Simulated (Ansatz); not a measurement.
## Sn: how the free axis answers a strain

Sn, Fd-3m, a = 6.658 Å. Ansatz: PBE, PAW, 420 eV, Γ-centred 10×10×6 mesh on 4 atoms, Gaussian smearing 0.10 eV; no spin polarisation. Series: biaxial strain in the a-b plane, c and atoms relaxed; x is the strain in per cent. The axes a, b, c are those of the computed cell (4.708, 4.708, 6.658 Å), along [1 1 0], [-1 1 0], [0 0 1] of the cell named above. y is the change of c in per cent of 6.658 Å.

| x (%) | y (%) |
| --- | --- |
| -3.0 | ? |
| -2.0 | 1.77 |
| -1.0 | 0.82 |
| 0.0 | 0.00 |
| 1.0 | -1.08 |
| 2.0 | -2.05 |
| 3.0 | -3.04 |

Q: Fit y = c1 x + c2 x² to the other rows, say what c1 measures, and predict the missing y.

A: Least squares on the rows shown. y = −0.9409 x − 0.02901 x². With no stress along c, c1 = −2C12/C11 = -0.941. With a term in x³ added, the coefficient of x becomes -0.9814, 4 % more, which shows how far this figure hangs on the form. At x = -3.0 the fit asked for gives 2.56 %. The run gave 2.72 %, so the fit is 0.16 % too low, 2.8 % of the span of the series, against an rms of 0.07 % on the fitted rows. The row lies outside the fitted range. With a term in x³ added, a fit to the same known rows predicts 2.36 %, further off still.